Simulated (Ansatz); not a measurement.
LaAlO$_{3}$ (cubic perovskite)

```yaml
crystal:
  lattice:
    - [3.78694, 0.00000, 0.00000]
    - [0.00000, 3.78694, 0.00000]
    - [0.00000, 0.00000, 3.78694]
  atoms:
    - { symbol: La, position: [0.00000, 0.00000, 0.00000] }
    - { symbol: Al, position: [0.50000, 0.50000, 0.50000] }
    - { symbol: O, position: [0.00000, 0.50000, 0.50000] }
    - { symbol: O, position: [0.50000, 0.50000, 0.00000] }
    - { symbol: O, position: [0.50000, 0.00000, 0.50000] }
```

The slice is a {210} plane (indices of the conventional cell) through the point (0.500, 0.500, 0.500) (fractional), spanned by u = [100] and v = [021] in vectors of this cell: u (3.79 Å) and v (8.47 Å, at 90° to u). It covers one period; positions are fractions (u, v).

Level of theory: r2SCAN (plane waves to 500 eV, PAW, scalar-relativistic; Ansatz, an electronic-structure program). k mesh 9×9×9. These are valence fields of a PAW run, semicore shells included where kept as valence: close to a nucleus they are smooth pseudo fields. LaAlO3 is run without spin polarisation. LaAlO3 was relaxed with its symmetry unable to fall. This is a high-temperature form of LaAlO3.

Question: Around which element is the density of the highest valence band (whole band, smooth part) largest on this plane?

Answer: O. Mean over a disc round each atom, of radius 0.45 times the shortest bond: O 0.141, Al 0.003 e/Å³.

Question: Around which element is the density of the lowest conduction band (whole band as if filled, smooth part) largest on this plane?

Answer: O. Mean over a disc round each atom, of radius 0.45 times the shortest bond: O 0.004, Al 0.000 e/Å³.

Question: The ELF has a maximum in the middle third of the Al–O line. Where, and how high?

Answer: 0.83, 1.2 Å from Al.

Question: Sketch the density of the highest valence band (whole band, smooth part) on this plane as a map.

Answer: 
```
|    .-#%#-.   |
|     :*@*:    |
|     .:-:.    |
|       .      |
|.             |
|...         ..|
|:..         ..|
|..           .|
|              |
|              |
|              |
|              |
|::.         .:|
|#*-.       .-*|
|#@#:       :#@|
| %%-       -%%|
|#@#:       :#@|
|#*-.       .-*|
|::.         .:|
|              |
|              |
|              |
|              |
|..           .|
|:..         ..|
|...         ..|
|.             |
|       .      |
|     .:-:.    |
|     :*@*:    |
|    .-#%#-.   |
|    .-- --.   |
```
Scale: ten equal steps from 0.000 (start of ' ') to 0.266 (end of '@'), in the order ' .:-=+*#%@'. Values: density of the highest valence band (whole band, smooth part) in e/Å³. The map has 14 points along u (one character each, u = 0 at the left) and 32 along v (v = 0 in the bottom row).
